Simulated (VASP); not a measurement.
# BaTiO₃: forms and broadenings of the independent-particle spectrum

BaTiO₃, R3m (no. 160), 5 atoms in the cell. PBE, independent-particle dielectric function; PAW potentials Ba_sv, Ti_sv, O (PBE set).

## Input

INCAR.step1:
```
SYSTEM = BaTiO3
PREC = Accurate ; ENCUT = 460
ISMEAR = 0 ; SIGMA = 0.02
EDIFF = 1E-8 ; LASPH = .True.
KPAR = 4 ; LWAVE = .False.
LCHARG = .False. ; LEPSILON = .True.
```

INCAR.step2, as INCAR.step1 but for:
```
- LWAVE = .False.
- LEPSILON = .True.
+ LWAVE = .True.
+ NBANDS = 76
```

INCAR.step3:
```
SYSTEM = BaTiO3
PREC = Accurate ; ENCUT = 460
ISMEAR = 0 ; SIGMA = 0.02
EDIFF = 1E-7 ; LASPH = .True.
KPAR = 4 ; LWAVE = .False.
LCHARG = .False. ; LOPTICS = .True.
NBANDS = 76 ; NEDOS = 2000
CSHIFT = 0.1 ; ALGO = None
NELM = 1 ; ISTART = 1
```

INCAR.step4, as INCAR.step3 but for:
```
+ LNABLA = .True.
```

INCAR.step5, as INCAR.step4 but for:
```
- LNABLA = .True.
+ LPEAD = .True.
+ IPEAD = 3
```

INCAR.step6, as INCAR.step5 but for:
```
- IPEAD = 3
+ IPEAD = 2
```

INCAR.step7 changes the same tag again: IPEAD = 4.

INCAR.step8, as INCAR.step7 but for:
```
- CSHIFT = 0.1
- LPEAD = .True.
- IPEAD = 4
+ CSHIFT = 0.3
```

INCAR.step9, as INCAR.step8 but for:
```
- CSHIFT = 0.3
+ CSHIFT = 0.2
```

INCAR.step10 changes the same tag again: CSHIFT = 0.01.

INCAR.step11, as INCAR.step10 but for:
```
- ISMEAR = 0
- CSHIFT = 0.01
+ ISMEAR = -5
+ CSHIFT = 0.1
```

INCAR.step12, as INCAR.step11 but for:
```
- ISMEAR = -5
- SIGMA = 0.02
+ ISMEAR = 0
+ SIGMA = 0.2
```

INCAR.step13, as INCAR.step12 but for:
```
- SIGMA = 0.2
+ SIGMA = 0.02
+ OMEGAMAX = 12
```

INCAR.step14, as INCAR.step13 but for:
```
- OMEGAMAX = 12
+ OMEGAMAX = 60
```

KPOINTS:
```
k-points
0
Gamma
  6 6 6
```

POSCAR:
```
BaTiO3
1.0
    2.8273666084      1.6323808724      2.3183934932
   -2.8273666084      1.6323808724      2.3183934932
    0.0000000000     -3.2647617449      2.3183934932
Ba Ti O
1 1 3
Direct
    0.0000000000      0.0000000000      0.0000000000
    0.4845000000      0.4845000000      0.4845000000
    0.5086000000      0.0175000000      0.5086000000
    0.0175000000      0.5086000000      0.5086000000
    0.5086000000      0.5086000000      0.0175000000
```

Commands (each step's output is kept before the next begins):
```
cat potpaw_PBE.64/Ba_sv/POTCAR potpaw_PBE.64/Ti_sv/POTCAR potpaw_PBE.64/O/POTCAR > POTCAR
cp INCAR.step1 INCAR
mpirun -np 4 vasp_std > vasp.out
rm WAVECAR CHG
cp INCAR.step2 INCAR
mpirun -np 4 vasp_std > vasp.out
cp INCAR.step3 INCAR
mpirun -np 4 vasp_std > vasp.out
cp INCAR.step4 INCAR
mpirun -np 4 vasp_std > vasp.out
cp INCAR.step5 INCAR
mpirun -np 4 vasp_std > vasp.out
cp INCAR.step6 INCAR
mpirun -np 4 vasp_std > vasp.out
cp INCAR.step7 INCAR
mpirun -np 4 vasp_std > vasp.out
cp INCAR.step8 INCAR
mpirun -np 4 vasp_std > vasp.out
cp INCAR.step9 INCAR
mpirun -np 4 vasp_std > vasp.out
cp INCAR.step10 INCAR
mpirun -np 4 vasp_std > vasp.out
cp INCAR.step11 INCAR
mpirun -np 4 vasp_std > vasp.out
cp INCAR.step12 INCAR
mpirun -np 4 vasp_std > vasp.out
cp INCAR.step13 INCAR
mpirun -np 4 vasp_std > vasp.out
cp INCAR.step14 INCAR
mpirun -np 4 vasp_std > vasp.out
```

## Result

- Direct gap on the mesh (eV): 2.78
- Gap on the mesh (eV): 2.38
- Bands: 76

One ground state, settings moved in the last step alone:

| Settings | ε at zero frequency | Mean energy of the absorption, weighted by Im ε (eV) | Time (s) |
|---|---|---|---|
| longitudinal form, CSHIFT 0.1 | 6.13 | 10.18 | 6 |
| transversal form (LNABLA) | 5.54 | 10.48 | 6 |
| finite differences (LPEAD), order 3 | 6.12 | 10.19 | 16 |
| finite differences (LPEAD), order 2 | 6.09 | 10.22 | 12 |
| finite differences (LPEAD), order 4 | 6.14 | 10.18 | 17 |
| CSHIFT 0.3 | 6.12 | 10.16 | 7 |
| CSHIFT 0.2 | 6.13 | 10.17 | 5 |
| CSHIFT 0.01 | 6.13 | 10.23 | 6 |
| tetrahedron method | 6.07 | 10.24 | 6 |
| SIGMA 0.2 | 6.13 | 10.18 | 6 |
| OMEGAMAX 12, which cuts the spectrum short | 5.16 | – | 6 |
| OMEGAMAX 60 | 6.13 | 10.18 | 6 |

The mean energy covers the spectrum up to 20 eV.

On the same mesh, density-functional perturbation theory with local fields gives ε = 5.81.

Limits: The 6×6×6 mesh is coarse for a spectrum: peaks stand apart that a denser mesh merges, and ε at zero frequency can be far too high; spin-orbit coupling is left out, which can matter with atoms this heavy.

VASP 6.6.1 took 654 s on 4 cores (Intel Xeon Platinum 8259CL @ 2.50GHz (Skylake/Cascade Lake)), a shared host.
